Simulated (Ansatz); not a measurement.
# What a trial cell of Be relaxes into

Method: DFT PBE, scalar-relativistic, plane waves, PAW in Ansatz 0.2.0. Cutoff 420 eV, Gaussian smearing, Γ-centred meshes. Cell and atoms relax first on a coarse mesh and then on a finer one. In between, the cell is made exact in the group found at 0.06 Å. In metals the finer mesh still leaves noise of several meV/atom or more. The steps can't lower the symmetry of their start. No spin polarisation.

Recipe of this trial structure of Be: one element on all sites of the Sb type (P2_1/m, No. 11). Its size is a rough estimate.

```
CELL_PARAMETERS angstrom
2.04795 0.00000 0.00000
0.00000 2.81100 0.00000
-0.08261 0.00000 2.85120
ATOMIC_POSITIONS crystal
Be 0.45665 0.75000 0.76354
Be 0.54335 0.25000 0.23646
```

Energies count from the standard state of Be at the same level.

Problem. Where does the relaxation end?

Solution. The symmetry goes from P2_1/m (No. 11) to Fm-3m (No. 225), and the primitive cell from 2 to 1 atom. The end has the fcc type. The volume per atom shrinks by 4.1 %, from 8.2 to 7.9 Å³. The shortest distance goes from 1.95 Å (Be–Be) to 2.23 Å (Be–Be). The energy falls by about 1.00 eV/atom (the start's value is from the coarse mesh). The end is written in a standard setting, so origin, axes and order of atoms can differ from the start's. Conventional cell: a = 3.157 Å. Be is surrounded by 12 Be at 2.23 Å.

```yaml
crystal:
  lattice:
    - [0.00000, 1.57873, 1.57873]
    - [1.57873, 0.00000, 1.57873]
    - [1.57873, 1.57873, 0.00000]
  atoms:
    - { symbol: Be, position: [0.00000, 0.00000, 0.00000] }
```

Problem. How does it come out in energy, and is it a metal?

Solution. The energy over the standard state is +0.08 eV/atom and the gap on the 34×34×34 mesh of the 1-atom cell is 0 eV (a metal).

So it is a metastable form at best.

The last run used Gaussian smearing of 0.10 eV. Symmetry constrained the relaxation, so the result can be a saddle point. Another cell of Be relaxed alike, in P6_3/mmc, lies 82 meV/atom lower, so this cell isn't the stable form at this level.
